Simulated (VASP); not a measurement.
# PbS: molecular dynamics with a thermostat

PbS, Fm-3m (no. 225), 8 atoms in the cell. PBE, molecular dynamics; PAW potentials Pb, S (PBE set).

Ensemble: NVT; Target temperature (K): 1000.

## Input

INCAR:
```
  ALGO = Normal
  ANDERSEN_PROB = 0.05
  EDIFF = 1E-5
  ENCUT = 260
  GGA = PE
  IBRION = 0
  ISIF = 2
  ISMEAR = 0
  ISYM = 0
  KPAR = 2
  LASPH = T
  LCHARG = F
  LREAL = Auto
  LWAVE = F
  MDALGO = 1
  NELM = 60
  NELMIN = 4
  NSW = 80
  POTIM = 2.0
  PREC = Normal
  RANDOM_SEED = 522081 0 0
  SIGMA = 0.05
  TEBEG = 1000
  TEEND = 1000
```

KPOINTS:
```
k-points
0
Monkhorst-Pack
  2 2 2
```

POSCAR:
```
PbS
1.0
    5.9315000000      0.0000000000      0.0000000000
    0.0000000000      5.9315000000      0.0000000000
    0.0000000000      0.0000000000      5.9315000000
Pb S
4 4
Direct
    0.0000000000      0.0000000000      0.0000000000
    0.0000000000      0.5000000000      0.5000000000
    0.5000000000      0.0000000000      0.5000000000
    0.5000000000      0.5000000000      0.0000000000
    0.5000000000      0.0000000000      0.0000000000
    0.5000000000      0.5000000000      0.5000000000
    0.0000000000      0.0000000000      0.5000000000
    0.0000000000      0.5000000000      0.0000000000
```

Commands:
```
cat potpaw_PBE.64/Pb/POTCAR potpaw_PBE.64/S/POTCAR > POTCAR
mpirun -np 2 vasp_std > vasp.out
```

## Result

- Mean temperature (K): 753
- Rise of the mean potential energy above the start (meV/atom): 51.5
- Electronic steps per ionic step after the first: 4.3

Course of the run:

| Time (fs) | Temperature (K) | Potential energy less the first (meV/atom) |
|---|---|---|
| 2 | 1000 | 0.0 |
| 14 | 702 | 7.7 |
| 26 | 578 | 24.3 |
| 38 | 722 | 36.9 |
| 50 | 567 | 46.5 |
| 62 | 954 | 52.7 |
| 74 | 853 | 58.9 |
| 88 | 761 | 62.2 |
| 100 | 742 | 62.0 |
| 112 | 691 | 62.0 |
| 124 | 1176 | 61.3 |
| 136 | 762 | 67.1 |
| 148 | 612 | 81.9 |
| 160 | 494 | 90.7 |

REPORT:
```
MDALGO =   1
         ANDERSEN_PROB =  0.05000000
               SCALING =       0
                 CNEXP =     9.000   14.000
           RANDOM_SEED =            522081                0                0

   original number of atomic DOF:         21
   number of independent constraints:      0
   number of active DOF:                  21

========================================
         MD step No.       1
========================================

  Atomic velocities initialized by STEP_tb

  >Energies
                    E_tot             E_pot             E_kin               EPS                ES
   e_b>   -0.36429607E+02   -0.37334433E+02    0.90482551E+00    0.00000000E+00    0.00000000E+00

  >Temperature
               T_sim     T_inst
   tmprt>   1000.000   1000.000

  >Thermostat, num. of collisions:                0

           RANDOM_SEED =            522081              102                0

[... steps left out ...]

========================================
         MD step No.      80
========================================

  >Energies
                    E_tot             E_pot             E_kin               EPS                ES
   e_b>   -0.36161798E+02   -0.36609104E+02    0.44730577E+00    0.00000000E+00    0.00000000E+00

  >Temperature
               T_sim     T_inst
   tmprt>   1000.000    494.356

  >Thermostat, num. of collisions:                1

           RANDOM_SEED =            522081             5000                0
```

OSZICAR:
```
N       E                     dE             d eps       ncg     rms          rms(c)
DAV:   1     0.154027198900E+03    0.15403E+03   -0.10309E+04   200   0.745E+02
DAV:   2    -0.232599537744E+02   -0.17729E+03   -0.17309E+03   269   0.166E+02
DAV:   3    -0.384367400665E+02   -0.15177E+02   -0.15141E+02   230   0.567E+01
DAV:   4    -0.388350017227E+02   -0.39826E+00   -0.39771E+00   288   0.964E+00
DAV:   5    -0.388402025666E+02   -0.52008E-02   -0.51992E-02   248   0.119E+00    0.179E+01
DAV:   6    -0.372966138083E+02    0.15436E+01   -0.52107E+00   224   0.817E+00    0.109E+01
DAV:   7    -0.373403336034E+02   -0.43720E-01   -0.12392E+00   280   0.401E+00    0.589E+00
DAV:   8    -0.373322026639E+02    0.81309E-02   -0.11211E-01   248   0.135E+00    0.161E+00
DAV:   9    -0.373340514781E+02   -0.18488E-02   -0.67560E-03   256   0.445E-01    0.609E-01
DAV:  10    -0.373343335302E+02   -0.28205E-03   -0.69244E-04   224   0.153E-01    0.186E-01
DAV:  11    -0.373344415412E+02   -0.10801E-03   -0.96167E-04   296   0.120E-01    0.121E-01
DAV:  12    -0.373344279180E+02    0.13623E-04   -0.86817E-05   256   0.408E-02    0.575E-02
[... left out ...]
     77 T=   515. E= -.36185625E+02 F= -.36651195E+02 E0= -.36651195E+02  EK= 0.46557E+00 SP= 0.00E+00 SK= 0.00E+00
     79 T=   534. E= -.36136941E+02 F= -.36620370E+02 E0= -.36620370E+02  EK= 0.48343E+00 SP= 0.00E+00 SK= 0.00E+00
[... last step whole ...]
       N       E                     dE             d eps       ncg     rms          rms(c)
DAV:   1    -0.366090883393E+02    0.11290E-01   -0.10250E-02   266   0.134E+00    0.579E-02
DAV:   2    -0.366091055751E+02   -0.17236E-04   -0.34454E-04   229   0.905E-02    0.422E-02
DAV:   3    -0.366091040259E+02    0.15493E-05   -0.13719E-05   176   0.212E-02    0.288E-02
DAV:   4    -0.366091037549E+02    0.27097E-06   -0.88789E-06   112   0.149E-02
     80 T=   494. E= -.36161798E+02 F= -.36609104E+02 E0= -.36609104E+02  EK= 0.44731E+00 SP= 0.00E+00 SK= 0.00E+00
```

Limits: 160 fs of 8 atoms are too short for converged averages.

VASP 6.6.1 took 106 s on 2 cores (Intel Xeon 6975P-C (Granite Rapids)), a shared host.
